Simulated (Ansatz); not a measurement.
**KCl, response to strain**

The parent structure is KCl in the rock salt structure (space group Fm-3m, No. 225).

```xyz
2
Lattice="0.0000 3.1906 3.1906 3.1906 0.0000 3.1906 3.1906 3.1906 0.0000" Properties=species:S:1:pos:R:3 pbc="T T T"
Cl     0.0000     0.0000     0.0000
K      3.1906     3.1906     3.1906
```

Strains are applied to the cell and any free atomic positions relax.

Level of theory: plane-wave PAW DFT at the PBE level (Ansatz, an electronic-structure program, 420 eV), scalar-relativistic without spin-orbit coupling.

| isotropic strain (%) | band gap (eV) |
|---|---|
| -5.54 | 5.67 |
| -5.5 | 5.67 |
| -4.84 | 5.58 |
| -2.25 | ? |
| 0 | 5.05 |
| 4.2 | 4.67 |

Fit E_g = E₀ + Dε (ε in %) to the rows shown and predict the withheld row.

Least squares on the printed values gives E₀ = 5.09 eV, D = -104 meV per % of strain (largest residual 0.04 eV); this predicts 5.32 eV, and the run gives 5.28 eV, 0.04 lower.

Whether these cells are dynamically stable was not tested.
